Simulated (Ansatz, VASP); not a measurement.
**InAs: VASP beside Ansatz**

File INCAR:

```
SYSTEM = InAs
ALGO = Normal
EDIFF = 1E-7
ENCUT = 520
ISIF = 2
ISMEAR = -1
LASPH = .True.
LCHARG = .False.
LMIXTAU = .True.
LREAL = .False.
LWAVE = .False.
METAGGA = R2SCAN
NELM = 60
PREC = Accurate
SIGMA = 0.05
```

The input KPOINTS:

```
k-points
0
Gamma
  8 8 8
  0 0 0
```

POSCAR

```
InAs
1.0
    0.0000000000      2.9977443561      2.9977443561
    2.9977443561      0.0000000000      2.9977443561
    2.9977443561      2.9977443561      0.0000000000
In As
1 1
Direct
    0.0000000000      0.0000000000      0.0000000000
    0.7500000000      0.7500000000      0.7500000000
```

File input.yaml:

```yaml
crystal:
  lattice:
    - [0.0, 2.9977443561, 2.9977443561]
    - [2.9977443561, 0.0, 2.9977443561]
    - [2.9977443561, 2.9977443561, 0.0]
  atoms:
    - { symbol: In, position: [0.0, 0.0, 0.0] }
    - { symbol: As, position: [0.75, 0.75, 0.75] }
hamiltonian:
  xc: r2scan
  pseudopotentials: { kind: paw }
kpoints:
  mp_grid: { grid: [8, 8, 8] }
scf:
  occupations: { method: fermi_dirac, width: 0.05 }
output:
  forces: true
  stress: true
  eigenvalues: true
  write_density: true
  write_potential: true
  elf: true
  volumetric_format: npy
```

Change from the starting cell: volume scaled by 0.98.

Alike in both runs: task single point; functional r2SCAN; k mesh 8 × 8 × 8; occupations fermi-dirac, width 0.05 eV; no spin polarisation.

```csv
,VASP,Ansatz
version,VASP 6.6.1,Ansatz 0.2.0
potentials or method,"VASP PAW PBE potentials, release 64 (In_d, As)",Ansatz PAW
plane-wave cutoff (eV),520,500
valence electrons in the cell,18,28
```

```tsv
	VASP	Ansatz	Ansatz less VASP
gap on the k mesh at the Fermi level (eV)	0.39	0.39	-0.001
least direct gap on the mesh (eV)	0.39	0.39	-0.001
pressure (GPa)	3.7	3.7	-0.02
```

The two sets of potentials don't hold the same shells in valence.

Caveats: spin-orbit coupling is left out, which moves the levels of the heavy elements; the PAW data sets were made with another functional, which shifts forces and pressure a little (VASP); the PAW data sets come from PBE, with cores solved anew for the run's functional, which leaves a small shift of forces and pressure (Ansatz).
